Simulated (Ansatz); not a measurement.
# WS2: how the settings move a single-point run

Question: which choices in the input matter for WS2? The cell is built on a prototype (CdI2 type) and needn't be the phase found in nature.

Method: reference: DFT, PBE, plane waves, PAW, in Ansatz 0.2.0.

1 further run of the same task is left out (it didn't finish).

## Step 1: Starting point

It takes space group P-3m1 (No. 164, trigonal). Conventional cell: a = 3.229 Å, b = 3.229 Å, c = 5.994 Å, α = 90.00°, β = 90.00°, γ = 120.00°. Around W (site symmetry -3m) lie 6 S at 2.42 Å. S (site symmetry 3m) is surrounded by 3 W at 2.42 Å.

Coordinates:

```cif
data_structure
_symmetry_space_group_name_H-M 'P-3m1'
_symmetry_Int_Tables_number 164
_cell_length_a 3.2288
_cell_length_b 3.2288
_cell_length_c 5.9936
_cell_angle_alpha 90.000
_cell_angle_beta 90.000
_cell_angle_gamma 120.000
_cell_volume 54.11
loop_
_atom_site_label
_atom_site_type_symbol
_atom_site_symmetry_multiplicity
_atom_site_Wyckoff_symbol
_atom_site_fract_x
_atom_site_fract_y
_atom_site_fract_z
_atom_site_occupancy
W1 W 1 a 0.00000 0.00000 0.00000 1
S1 S 2 d 0.33333 0.66667 0.25668 1
```

## Step 2: Reference

File input.yaml:

```yaml
crystal:
  lattice:
    - [3.2287644061, 0.0, 0.0]
    - [-1.6143822031, 2.7961919985, 0.0]
    - [0.0, 0.0, 5.9936451124]
  atoms:
    - { symbol: W, position: [0.0, 0.0, 0.0] }
    - { symbol: S, position: [0.3333333333, 0.6666666667, 0.2566832689] }
    - { symbol: S, position: [0.6666666667, 0.3333333333, 0.7433167311] }
kpoints:
  mp_grid: { grid: [6, 6, 4] }
hamiltonian:
  xc: pbe
scf:
  occupations: { method: fermi_dirac, width: 0.02 }
  n_extra_bands: 4
output:
  forces: true
  stress: true
  eigenvalues: true
  write_density: true
  write_potential: true
  elf: true
  volumetric_format: npy
```

Started as:

```sh
ansatz run input.yaml --threads 4 --pin off --max-ram 3686MiB --backend cpu --events-out ev --progress --plain --runs-dir out
```

## Step 3: Changed: ecutwfc 500

input.yaml: that of step 2 with these lines changed.

```diff
@@ -20,5 +20,3 @@
   eigenvalues: true
-  write_density: true
-  write_potential: true
-  elf: true
-  volumetric_format: npy
+basis:
+  ecutwfc: 500
```

**Question.** What will these runs give? Wanted: for each run, ending; energy change; pressure; gap; force.

**Answer**, as computed:

```
           run     ending  energy change  pressure (GPa)  gap (eV)  force (eV/Å)  cycles    time
     reference  converged              0             3.1      0.00          0.27       6  0.65 s
1: ecutwfc 500  converged  -0.5 meV/atom             3.1      0.00          0.26       6  0.58 s
```

Times don't compare one to one where runs were asked for different outputs or read a saved state (see the inputs); cycles may leave out searches for a lower state.

Residual by cycle in the longest SCF loop of each run; runs are numbered as in the table. The quantity is the density residual dr2, in eV.

```
cycle  reference    run 1
    1     0.0127   0.0127
    2    0.00797  0.00798
    3     5.0e-4   5.0e-4
    4     4.9e-6   4.9e-6
    5     1.0e-6   1.0e-6
    6     1.5e-8   1.5e-8
```

Changing the cutoff moves the energy by -0.5 meV/atom. The reference leaves spin out although W can carry a moment, so its state need not be the lowest.
